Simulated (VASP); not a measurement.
# ZnAu (Pm-3m) in VASP: further runs, part 2 of 3

VASP 6.6.1. The steps go on from the part before.

## 3. Electric field gradients, PBE (x and y stretched by -4 %, z held)

Input file INCAR:

```
SYSTEM = ZnAu
  PREC = Accurate
  ENCUT = 520
  EDIFF = 1E-8
  ISMEAR = -1
  SIGMA = 0.05
  LREAL = .FALSE.
  LASPH = .TRUE.
  NELM = 100
  ALGO = Normal
  ISIF = 2
  LWAVE = .FALSE.
  LCHARG = .FALSE.
  GGA = PE
  LEFG = .TRUE.
  NBANDS = 18
```

Input file KPOINTS:

```
regular mesh
0
G
  12 12 12
  0 0 0
```

Input file POSCAR:

```
ZnAu
1.0
    3.0211200000      0.0000000000      0.0000000000
    0.0000000000      3.0211200000      0.0000000000
    0.0000000000      0.0000000000      3.1470000000
Zn Au
1 1
Direct
    0.5000000000      0.5000000000      0.5000000000
    0.0000000000      0.0000000000      0.0000000000
```

Potentials or basis: VASP PAW PBE potentials, release 64 (Zn, Au).

Started as:

```bash
$ cat potpaw_PBE.64/Zn/POTCAR potpaw_PBE.64/Au/POTCAR > POTCAR
$ mpirun -np 1 vasp_std > vasp.out
```

OUTCAR:

```text
SYSTEM = ZnAu
   PREC = Accurate
   ENCUT = 520
   EDIFF = 1E-8
   ISMEAR = -1
   LREAL = .FALSE.
   LASPH = .TRUE.
   NELM = 100
   ISIF = 2
   GGA = PE

 ion  position               nearest neighbor table
   1  0.500  0.500  0.500-   2 2.65   2 2.65   2 2.65   2 2.65   2 2.65   2 2.65   2 2.65   2 2.65

   2  0.000  0.000  0.000-   1 2.65   1 2.65   1 2.65   1 2.65   1 2.65   1 2.65   1 2.65   1 2.65

  LATTYP: Found a simple tetragonal cell.
 ALAT       =     3.0211200000
 C/A-ratio  =     1.0416666667

  Lattice vectors:

 A1 = (   3.0211200000,   0.0000000000,   0.0000000000)
 A2 = (   0.0000000000,   3.0211200000,   0.0000000000)
 A3 = (   0.0000000000,   0.0000000000,   3.1470000000)

Analysis of symmetry for initial positions (statically):
=====================================================================
 Subroutine PRICEL returns:
 Original cell was already a primitive cell.

 Routine SETGRP: Setting up the symmetry group for a
 simple tetragonal supercell.

 Subroutine GETGRP returns: Found 16 space group operations
 (whereof 16 operations were pure point group operations)
 out of a pool of 16 trial point group operations.

The static configuration has the point symmetry D_4h.

Analysis of symmetry for dynamics (positions and initial velocities):
=====================================================================
 Subroutine PRICEL returns:
 Original cell was already a primitive cell.

 Routine SETGRP: Setting up the symmetry group for a
 simple tetragonal supercell.

 Subroutine GETGRP returns: Found 16 space group operations
 (whereof 16 operations were pure point group operations)
 out of a pool of 16 trial point group operations.

The dynamic configuration has the point symmetry D_4h.

 Subroutine INISYM returns: Found 16 space group operations
 (whereof 16 operations are pure point group operations),
 and found     1 'primitive' translations

----------------------------------------------------------------------------------------

                                     Primitive cell

  volume of cell :      28.7232

  direct lattice vectors                    reciprocal lattice vectors
     3.021120000  0.000000000  0.000000000     0.331003072  0.000000000  0.000000000
     0.000000000  3.021120000  0.000000000     0.000000000  0.331003072  0.000000000
     0.000000000  0.000000000  3.147000000     0.000000000  0.000000000  0.317762949

  length of vectors
     3.021120000  3.021120000  3.147000000     0.331003072  0.331003072  0.317762949

  position of ions in fractional coordinates (direct lattice)
     0.500000000  0.500000000  0.500000000
     0.000000000  0.000000000  0.000000000

  ion indices of the primitive-cell ions
   primitive index   ion index
                 1           1
                 2           2

----------------------------------------------------------------------------------------

 KPOINTS: regular mesh

Automatic generation of k-mesh.
[... 73 lines left out ...]
   ISYM   =      2    0-nonsym 1-usesym 2-fastsym
   POTIM  = 0.5000    time-step for ionic-motion
   TEBEG  =    0.0;   TEEND  =   0.0 temperature during run
   PSTRESS=    0.0 pullay stress
   NELECT =      23.0000    total number of electrons
   NUPDOWN=      -1.0000    fix difference up-down
   EMIN   =  10.00;   EMAX   =-10.00  energy-range for DOS
   EFERMI =   0.00;   METHOD = LEGACY
   ISMEAR =    -1;   SIGMA  =   0.05  broadening in eV -4-tet -1-fermi 0-gaus
   EFERMI_NEDOS =   21; number of points for ismear=-14 and -15
   IALGO  =     38    algorithm
   IMIX   =      4    mixing-type and parameters
     AMIX     =   0.40;   BMIX     =  1.00
     AMIX_MAG =   1.60;   BMIX_MAG =  1.00
  volume/ion in A,a.u.               =      14.36        96.92
  Fermi-wavevector in a.u.,A,eV,Ry     =   1.520220  2.872800 31.444016  2.311070
  Thomas-Fermi vector in A             =   2.629100
   LORBIT       =      0    0 simple, 1 ext, 2 COOP (PROOUT), +10 PAW based schemes
   GGA     = PE    functional components
   LHFCALC =     F    Hartree Fock is set to
   AEXX    =    0.0000 exact exchange contribution
   IVDW    =     0    specifies the selected vdW correction
   LEPSILON=     F    determine dielectric tensor
   LRPA    =     F    only Hartree local field effects (RPA)
 non-spin polarized calculation
  energy-cutoff  :      520.00
  volume of cell :       28.72
 maximum number of plane-waves:       792
 NGX is ok and might be reduce to    24

 number of electron      23.0000010 magnetization

 Free energy of the ion-electron system (eV)
  ---------------------------------------------------
  ext. energy  EPLUGINS =         0.00000000
  ---------------------------------------------------
  free energy    TOTEN  =        -4.55254052 eV

  energy without entropy =       -4.54813332  energy(sigma->0) =       -4.55033692

 E-fermi :   8.1964     XC(G=0): -12.8510

 val. band max:        8.1932738209   @ k =   0.4167   0.2500   0.5000
 cond. band min:       8.2062234657   @ k =   0.4167   0.2500   0.2500
 fundamental gap:      0.0129496448
 Fermi energy:         8.1963684463

 k-point     1 :       0.0000    0.0000    0.0000
  band No.  band energies     occupation
      1      -3.2608      2.00000
      2      -0.4416      2.00000
      3      -0.4238      2.00000
      4       0.4525      2.00000
      5       0.4525      2.00000
      6       0.5366      2.00000
[... 481 lines left out ...]
      5       0.7106      2.00000
      6       1.4832      2.00000
[... 10 lines left out ...]
     17      21.6457      0.00000
     18      22.4184      0.00000

 [... further k-points ...]

------------------------ aborting loop because EDIFF is reached ----------------------------------------

  FORCE on cell =-STRESS in cart. coord.  units (eV):
  Direction    XX          YY          ZZ          XY          YZ          ZX
  --------------------------------------------------------------------------------------
  -------------------------------------------------------------------------------------
  Total        3.5685493      3.5685493      3.3816142      0.0000000      0.0000000      0.0000000
  in kB      199.0533935    199.0533935    188.6261725      0.0000000      0.0000000      0.0000000
  external PRESSURE =     195.5776531 kB  Pullay stress =       0.0000000 kB

 VOLUME and BASIS-vectors are now :
 -----------------------------------------------------------------------------
  energy-cutoff  :      520.00
  volume of cell :       28.72
      direct lattice vectors                 reciprocal lattice vectors
     3.021120000  0.000000000  0.000000000     0.331003072  0.000000000  0.000000000
     0.000000000  3.021120000  0.000000000     0.000000000  0.331003072  0.000000000
     0.000000000  0.000000000  3.147000000     0.000000000  0.000000000  0.317762949

 POSITION                                       TOTAL-FORCE (eV/Angst)
 -----------------------------------------------------------------------------------
      1.51056      1.51056      1.57350         0.000000      0.000000      0.000000
      0.00000      0.00000      0.00000         0.000000      0.000000      0.000000
 -----------------------------------------------------------------------------------
    total drift:                                0.000000      0.000000     -0.000000

  FREE ENERGIE OF THE ION-ELECTRON SYSTEM (eV)
  ---------------------------------------------------
  free  energy   TOTEN  =        -4.5525405181 eV

  energy  without entropy=       -4.5481333172  energy(sigma->0) =       -4.55033692

 Electric field gradients (V/A^2)
---------------------------------------------------------------------
 ion       V_xx      V_yy      V_zz      V_xy      V_xz      V_yz
---------------------------------------------------------------------
   1      -0.451    -0.451     0.901    -0.000    -0.000     0.000
   2     -14.276   -14.276    28.553    -0.000     0.000     0.000
---------------------------------------------------------------------

 Electric field gradients after diagonalization (V/A^2)
 (convention: |V_zz| > |V_xx| > |V_yy|)
----------------------------------------------------------------------
 ion       V_xx      V_yy      V_zz     asymmetry (V_yy - V_xx)/ V_zz
----------------------------------------------------------------------
   1      -0.451    -0.451     0.901       0.000
   2     -14.276   -14.276    28.553       0.000
----------------------------------------------------------------------

           NMR quadrupolar parameters

 Cq : quadrupolar parameter    Cq=e*Q*V_zz/h
 eta: asymmetry parameters     (V_yy - V_xx)/ V_zz
 Q  : nuclear electric quadrupole moment in mb (millibarn)
----------------------------------------------------------------------
 ion       Cq(MHz)       eta       Q (mb)
----------------------------------------------------------------------
   1       0.002       0.000       1.000
   2       0.069       0.000       1.000
----------------------------------------------------------------------
```

OSZICAR:

```text
N       E                     dE             d eps       ncg     rms          rms(c)
DAV:   1     0.133142526454E+03    0.13314E+03   -0.11603E+04  7322   0.169E+03
DAV:   2     0.446684731939E+00   -0.13270E+03   -0.12672E+03  7152   0.320E+02
DAV:   3    -0.499370042855E+01   -0.54404E+01   -0.53912E+01  7828   0.693E+01
DAV:   4    -0.504039454481E+01   -0.46694E-01   -0.46678E-01  7608   0.568E+00
DAV:   5    -0.504089158587E+01   -0.49704E-03   -0.49703E-03  7590   0.633E-01    0.108E+01
DAV:   6    -0.459366838439E+01    0.44722E+00   -0.11511E+00  7548   0.119E+01    0.656E+00
DAV:   7    -0.456067802944E+01    0.32990E-01   -0.41717E-02  9062   0.422E+00    0.318E+00
DAV:   8    -0.455255967870E+01    0.81184E-02   -0.89763E-03  7336   0.105E+00    0.153E-01
DAV:   9    -0.455252827937E+01    0.31399E-04   -0.22705E-04  7984   0.427E-01    0.652E-02
DAV:  10    -0.455253953745E+01   -0.11258E-04   -0.40772E-05  7448   0.560E-02    0.234E-02
DAV:  11    -0.455254073409E+01   -0.11966E-05   -0.86918E-07  8616   0.113E-02    0.488E-03
DAV:  12    -0.455254055821E+01    0.17588E-06   -0.80261E-08  8058   0.286E-03    0.997E-04
DAV:  13    -0.455254052133E+01    0.36874E-07   -0.38740E-09  3996   0.136E-03    0.182E-04
DAV:  14    -0.455254051810E+01    0.32337E-08   -0.81220E-10  3808   0.446E-04
   1 F= -.45525405E+01 E0= -.45503369E+01  d E =-.440720E-02
```

It took 46 s on 1 thread of Intel Xeon Platinum 8488C (Sapphire Rapids), shared host; peak memory 0.22 GiB.

Results:

- Free energy: -4.5525 eV
- Pressure: 19.6 GPa
- Band gap on the k mesh: none (metal or under the smearing width)

Electric field gradients, principal values (V/Å²):
```
atom      Vxx      Vyy     Vzz
1 Zn   -0.451   -0.451   0.901
2 Au  -14.276  -14.276  28.553
```

Caveat: so large a pressure means that the cell lies far from this level's equilibrium, or that cutoff or potentials fall short. Spin-orbit coupling is left out, which matters for the levels of Au.

(Continued in part 3 of 3.)
